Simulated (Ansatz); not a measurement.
Calculated with Ansatz: S, relaxation

Input:

```yaml
crystal:
  lattice:
    - [2.090684, 3.621165, 0.0]
    - [-2.090684, 3.621165, 0.0]
    - [0.0, -2.41411, 5.006273]
  atoms:
    - { symbol: S, position: [0.0577, 0.0577, 0.1731] }
    - { symbol: S, position: [0.9423, 0.9423, 0.8269] }
  symmetry: { tolerance: 0.0003 }
kpoints:
  mp_grid: { grid: [9, 9, 9], shift: [0, 0, 0] }
magnetization:
  spin_polarized: false
scf:
  occupations: { method: fermi_dirac }
  lower_state_search: "off"
hamiltonian:
  pseudopotentials: { kind: paw }
  xc: pbe
basis:
  ecutwfc: 420
  fft_grid_basis: typed
relax:
  max_steps: 60
  cell: { p_target: 0.0 }
output:
  forces: true
  stress: true
  eigenvalues: true
  bader: true
  populations: true
  elf: true
  write_potential: true
  volumetric_format: npy
  dos:
    e_range: [-12, 8]
    de: 0.05
    projected: { site_lists: { S: [S] } }
  write_density: true
checkpoint:
  read: saved_state
```

Run with:

```bash
ansatz run input.yaml --threads 2 --pin off --max-ram 3584MiB --backend cpu --events-out ev --progress --plain --runs-dir out
```

Origin of the cell: a known structure type with other elements, at an estimated volume, so it need not be a known compound.

The smearing width isn't typed, so it takes its default of 0.1 eV.

The saved state is a converged single point of the same cell.

Steps («new basis» is an SCF on plane waves selected anew at the same cell):

```csv
step,ΔF (meV/atom),max force component (eV/Å),P (GPa),volume (Å³),SCF iterations,step was
1,0.0,7.958,7.76,75.80,4,accepted
2,-361.8,1.024,-0.87,68.40,6,accepted
3,-449.3,0.053,-2.80,61.97,6,accepted
4,-534.8,0.473,-3.56,55.59,6,accepted
5,-611.9,0.510,-2.79,49.48,6,accepted
6,-641.9,0.120,0.60,44.82,6,accepted
7,-645.3,0.005,0.28,46.78,6,accepted
8,-646.0,0.051,0.14,48.13,4,accepted
9,-646.1,0.000,0.03,48.48,4,accepted
10,-646.2,0.030,0.07,49.03,6,accepted
11,-646.2,0.017,-0.04,49.11,4,accepted
12,-646.2,0.000,0.00,49.09,4,accepted
13,-646.2,0.000,0.01,49.09,4,new basis
```

Before:

Space group R-3m (No. 166); the run's cell has a = 4.181 Å, b = 4.181 Å, c = 5.558 Å, α = 112.10°, β = 112.10°, γ = 60.00°. Shortest distances: S–S 1.73 Å.

After:

Space group R-3m (No. 166); the run's cell has a = 3.200 Å, b = 3.200 Å, c = 5.835 Å, α = 105.92°, β = 105.92°, γ = 60.00°. Shortest distances: S–S 1.89 Å.

```xyz
2
Lattice="1.6001 2.7715 0.0000 -1.6001 2.7715 0.0000 0.0000 -1.8477 5.5343" Properties=species:S:1:pos:R:3 pbc="T T T"
S     0.0000    0.0000    0.9465
S     0.0000    3.6953    4.5878
```

- Free energy lowered by: 646.2 meV/atom
- Volume change: -35.24 %
- Final pressure: 0.01 GPa
- Relaxation steps listed: 13
- Gap on the mesh: none (metal)

Caveats: the given cell is far from equilibrium, with atoms too close or a volume far off; the relaxation held the start's symmetry, so the end may be a saddle point.

The run took 29 s of wall time on 2 CPU thread(s) of a shared host, from a saved density.
